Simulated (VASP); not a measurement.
# W (Pm-3m) in VASP: single point with PBEsol

Aim: the single point of W with PBEsol.

All numbers are computed with VASP 6.6.1; they aren't measurements. Logs are shortened: lines on timing, memory, paths and dates and some standing lists are left out, and cuts for length are marked.

## 1. The structure

It takes space group Pm-3m (No. 221, cubic). The conventional cell has a = 2.613 Å, b = 2.613 Å, c = 2.613 Å, α = 90.00°, β = 90.00°, γ = 90.00°. Around W (site symmetry m-3m) lie 6 W at 2.61 Å.

The cell was built by a generator and needn't be a form met in nature.

## 2. Single point, PBEsol

INCAR

```
  ALGO = Normal
  EDIFF = 1E-7
  ENCUT = 520
  GGA = PS
  ISIF = 2
  ISMEAR = -1
  LASPH = T
  LCHARG = F
  LREAL = F
  LWAVE = F
  NBANDS = 13
  NELM = 60
  PREC = Accurate
  SIGMA = 0.13605693000000002
```

KPOINTS

```
k-points
0
Gamma
  13 13 13
```

POSCAR

```
W
1.0
    2.6134900439      0.0000000000      0.0000000000
    0.0000000000      2.6134900439      0.0000000000
    0.0000000000      0.0000000000      2.6134900439
W
1
Direct
    0.0000000000      0.0000000000      0.0000000000
```

Potentials or basis: VASP PAW PBE potentials, release 64 (W_sv).

Launch:

```sh
> cat potpaw_PBE.64/W_sv/POTCAR > POTCAR
> mpirun -np 1 vasp_std > vasp.out
```

OUTCAR:

```text
EDIFF = 1E-7
   ENCUT = 520
   GGA = PS
   ISIF = 2
   ISMEAR = -1
   LASPH = T
   LREAL = F
   NELM = 60
   PREC = Accurate

 ion  position               nearest neighbor table
   1  0.000  0.000  0.000-

  LATTYP: Found a simple cubic cell.
 ALAT       =     2.6134900439

  Lattice vectors:

 A1 = (   2.6134900439,   0.0000000000,   0.0000000000)
 A2 = (   0.0000000000,   2.6134900439,   0.0000000000)
 A3 = (   0.0000000000,   0.0000000000,   2.6134900439)

Analysis of symmetry for initial positions (statically):
=====================================================================
 Subroutine PRICEL returns:
 Original cell was already a primitive cell.

 Routine SETGRP: Setting up the symmetry group for a
 simple cubic supercell.

 Subroutine GETGRP returns: Found 48 space group operations
 (whereof 48 operations were pure point group operations)
 out of a pool of 48 trial point group operations.

The static configuration has the point symmetry O_h .

Analysis of symmetry for dynamics (positions and initial velocities):
=====================================================================
 Subroutine PRICEL returns:
 Original cell was already a primitive cell.

 Routine SETGRP: Setting up the symmetry group for a
 simple cubic supercell.

 Subroutine GETGRP returns: Found 48 space group operations
 (whereof 48 operations were pure point group operations)
 out of a pool of 48 trial point group operations.

The dynamic configuration has the point symmetry O_h .

 Subroutine INISYM returns: Found 48 space group operations
 (whereof 48 operations are pure point group operations),
 and found     1 'primitive' translations

----------------------------------------------------------------------------------------

                                     Primitive cell

  volume of cell :      17.8510

  direct lattice vectors                    reciprocal lattice vectors
     2.613490044  0.000000000  0.000000000     0.382630117  0.000000000  0.000000000
     0.000000000  2.613490044  0.000000000     0.000000000  0.382630117  0.000000000
     0.000000000  0.000000000  2.613490044     0.000000000  0.000000000  0.382630117

  length of vectors
     2.613490044  2.613490044  2.613490044     0.382630117  0.382630117  0.382630117

  position of ions in fractional coordinates (direct lattice)
     0.000000000  0.000000000  0.000000000

  ion indices of the primitive-cell ions
   primitive index   ion index
                 1           1

----------------------------------------------------------------------------------------

 KPOINTS: k-points

Automatic generation of k-mesh.
 Grid dimensions read from file:
 generate k-points for:   13   13   13

 Generating k-lattice:

  Cartesian coordinates                     Fractional coordinates (reciprocal lattice)
     0.029433086  0.000000000  0.000000000     0.076923077  0.000000000  0.000000000
     0.000000000  0.029433086  0.000000000     0.000000000  0.076923077  0.000000000
     0.000000000  0.000000000  0.029433086     0.000000000  0.000000000  0.076923077

  Length of vectors
     0.029433086  0.029433086  0.029433086

  Shift w.r.t. Gamma in fractional coordinates (k-lattice)
     0.000000000  0.000000000  0.000000000

 Subroutine IBZKPT returns following result:
 ===========================================

 Found     84 irreducible k-points:

 Following reciprocal coordinates:
            Coordinates               Weight
  0.000000  0.000000  0.000000      1.000000
  0.076923  0.000000  0.000000      6.000000
  0.153846  0.000000  0.000000      6.000000
  0.230769  0.000000  0.000000      6.000000
  0.307692  0.000000  0.000000      6.000000
  0.384615  0.000000  0.000000      6.000000
[... 16 lines left out ...]
  0.307692  0.307692  0.000000     12.000000
  0.384615  0.307692  0.000000     24.000000
 [... further k-points ...]
   k-points           NKPTS =     84   k-points in BZ     NKDIM =     84   number of bands    NBANDS=     13
   number of dos      NEDOS =    301   number of ions     NIONS =      1
   total plane-waves  NPLWV =   8000
   dimension x,y,z NGX =    20 NGY =   20 NGZ =   20
   dimension x,y,z NGXF=    40 NGYF=   40 NGZF=   40
   ions per type =               1
   NGX,Y,Z   is equivalent  to a cutoff of  12.72, 12.72, 12.72 a.u.
   NGXF,Y,Z  is equivalent  to a cutoff of  25.44, 25.44, 25.44 a.u.
 SYSTEM =  unknown system
   PREC   = accura    normal or accurate (medium, high low for compatibility)
   ISTART =      0    job   : 0-new  1-cont  2-samecut
   ICHARG =      2    charge: 1-file 2-atom 10-const
   ISPIN  =      1    spin polarized calculation?
   LNONCOLLINEAR =      F non collinear calculations
   LSORBIT =      F    spin-orbit coupling
   LASPH  =      T    aspherical Exc in radial PAW
   ENCUT  =  520.0 eV  38.22 Ry    6.18 a.u.   4.86  4.86  4.86*2*pi/ulx,y,z
   NELM   =     60;   NELMIN=  2; NELMDL= -5     # of ELM steps
   EDIFF  = 0.1E-06   stopping-criterion for ELM
   LREAL  =      F    real-space projection
   EDIFFG = 0.1E-05   stopping-criterion for IOM
   NSW    =      0    number of steps for IOM
   IBRION =     -1    ionic relax: 0-MD 1-quasi-New 2-CG
   NFREE  =      0    steps in history (QN), initial steepest desc. (CG)
   ISIF   =      2    stress and relaxation
   ISYM   =      2    0-nonsym 1-usesym 2-fastsym
   POTIM  = 0.5000    time-step for ionic-motion
   TEBEG  =    0.0;   TEEND  =   0.0 temperature during run
   PSTRESS=    0.0 pullay stress
   NELECT =      14.0000    total number of electrons
   NUPDOWN=      -1.0000    fix difference up-down
   EMIN   =  10.00;   EMAX   =-10.00  energy-range for DOS
   EFERMI =   0.00;   METHOD = LEGACY
   ISMEAR =    -1;   SIGMA  =   0.14  broadening in eV -4-tet -1-fermi 0-gaus
   EFERMI_NEDOS =   21; number of points for ismear=-14 and -15
   IALGO  =     38    algorithm
   IMIX   =      4    mixing-type and parameters
     AMIX     =   0.40;   BMIX     =  1.00
     AMIX_MAG =   1.60;   BMIX_MAG =  1.00
  volume/ion in A,a.u.               =      17.85       120.46
  Fermi-wavevector in a.u.,A,eV,Ry     =   1.509721  2.852959 31.011176  2.279257
  Thomas-Fermi vector in A             =   2.620006
   LORBIT       =      0    0 simple, 1 ext, 2 COOP (PROOUT), +10 PAW based schemes
   GGA     = PS    functional components
   LHFCALC =     F    Hartree Fock is set to
   AEXX    =    0.0000 exact exchange contribution
   IVDW    =     0    specifies the selected vdW correction
   LEPSILON=     F    determine dielectric tensor
   LRPA    =     F    only Hartree local field effects (RPA)
 non-spin polarized calculation
  energy-cutoff  :      520.00
  volume of cell :       17.85
 maximum number of plane-waves:       494
 NGX is ok and might be reduce to    20
   NGX =  9   NGY =  9   NGZ =  9

 number of electron      14.0000004 magnetization

 Free energy of the ion-electron system (eV)
  ---------------------------------------------------
  ext. energy  EPLUGINS =         0.00000000
  ---------------------------------------------------
  free energy    TOTEN  =       -12.34331885 eV

  energy without entropy =      -12.29689244  energy(sigma->0) =      -12.32010564

 E-fermi :   9.5555     XC(G=0): -12.9583

 val. band max:        9.4637423446   @ k =   0.4615   0.3846   0.1538
 cond. band min:       9.6282800971   @ k =   0.3846   0.3077   0.1538
 fundamental gap:      0.1645377526
 Fermi energy:         9.5554843095

 k-point     1 :       0.0000    0.0000    0.0000
  band No.  band energies     occupation
      1     -64.5241      2.00000
      2     -28.0923      2.00000
      3     -28.0923      2.00000
      4     -28.0923      2.00000
      5       0.8086      2.00000
      6       5.0694      2.00000
      7       5.0694      2.00000
      8      14.3861      0.00000
      9      14.3861      0.00000
     10      14.3861      0.00000
     11      24.3802      0.00000
     12      24.3802      0.00000
     13      24.3802      0.00000

 k-point     2 :       0.0769    0.0000    0.0000
  band No.  band energies     occupation
      1     -64.5180      2.00000
      2     -28.1776      2.00000
      3     -28.0852      2.00000
      4     -28.0852      2.00000
      5       1.0056      2.00000
      6       5.1204      2.00000
      7       5.2808      2.00000
      8      14.0516      0.00000
      9      14.0516      0.00000
     10      14.4092      0.00000
     11      23.3697      0.00000
     12      24.8163      0.00000
     13      24.8163      0.00000

 k-point     3 :       0.1538    0.0000    0.0000
  band No.  band energies     occupation
      1     -64.5011      2.00000
      2     -28.4093      2.00000
      3     -28.0654      2.00000
      4     -28.0654      2.00000
      5       1.5407      2.00000
      6       5.2651      2.00000
      7       5.9035      2.00000
      8      13.2422      0.00000
      9      13.2422      0.00000
     10      14.4740      0.00000
     11      21.4918      0.00000
     12      25.9069      0.00000
     13      25.9069      0.00000
[... 305 lines left out ...]
 k-point    23 :       0.3077    0.3077    0.0000
  band No.  band energies     occupation
      1     -64.3806      2.00000
      2     -28.9493      2.00000
      3     -28.9172      2.00000
      4     -27.9257      2.00000
      5       4.7509      2.00000
      6       6.1847      2.00000
      7       9.9148      0.13306
      8      10.5254      0.00160
      9      11.7635      0.00000
     10      12.1169      0.00000
     11      20.2364      0.00000
     12      22.5646      0.00000
     13      27.3796      0.00000

 k-point    24 :       0.3846    0.3077    0.0000
  band No.  band energies     occupation
      1     -64.3598      2.00000
      2     -29.1849      2.00000
      3     -28.8990      2.00000
      4     -27.9016      2.00000
      5       4.9111      2.00000
      6       5.9974      2.00000
      7      10.2425      0.01274
      8      11.3193      0.00000
      9      12.0131      0.00000
     10      12.1105      0.00000
     11      19.3380      0.00000
     12      23.2339      0.00000
     13      26.8377      0.00000

 [... further k-points ...]

------------------------ aborting loop because EDIFF is reached ----------------------------------------

  FORCE on cell =-STRESS in cart. coord.  units (eV):
  Direction    XX          YY          ZZ          XY          YZ          ZX
  --------------------------------------------------------------------------------------
  -------------------------------------------------------------------------------------
  Total       -0.0994824     -0.0994824     -0.0994824      0.0000000     -0.0000000      0.0000000
  in kB       -8.9288284     -8.9288284     -8.9288284      0.0000000     -0.0000000      0.0000000
  external PRESSURE =      -8.9288284 kB  Pullay stress =       0.0000000 kB

 VOLUME and BASIS-vectors are now :
 -----------------------------------------------------------------------------
  energy-cutoff  :      520.00
  volume of cell :       17.85
      direct lattice vectors                 reciprocal lattice vectors
     2.613490044  0.000000000  0.000000000     0.382630117  0.000000000  0.000000000
     0.000000000  2.613490044  0.000000000     0.000000000  0.382630117  0.000000000
     0.000000000  0.000000000  2.613490044     0.000000000  0.000000000  0.382630117

 POSITION                                       TOTAL-FORCE (eV/Angst)
 -----------------------------------------------------------------------------------
      0.00000      0.00000      0.00000         0.000000      0.000000      0.000000
 -----------------------------------------------------------------------------------
    total drift:                               -0.000000      0.000000      0.000000

  FREE ENERGIE OF THE ION-ELECTRON SYSTEM (eV)
  ---------------------------------------------------
  free  energy   TOTEN  =       -12.3433188483 eV

  energy  without entropy=      -12.2968924412  energy(sigma->0) =      -12.32010564
```

It took 16 s on 1 thread of Intel Xeon Platinum 8488C (Sapphire Rapids), shared host; peak memory 0.13 GiB.

Results:

```yaml
Free_energy: -12.3433 eV
Pressure: -0.9 GPa
Band_gap_on_the_k_mesh: none (metal or under the smearing width)
```

Levels at points of the mesh, in eV from the Fermi level:
| k point | band 4 | band 5 | band 6 | band 7 | band 8 | band 9 | band 10 | band 11 |
| --- | --- | --- | --- | --- | --- | --- | --- | --- |
| (0.00, 0.00, 0.00) | -37.65 | -8.75 | -4.49 | -4.49 | 4.83 | 4.83 | 4.83 | 14.82 |

Caveat: the PAW data sets were made with another functional, which shifts forces and pressure a little. The run has no spin-orbit coupling, so splittings on W are missing.
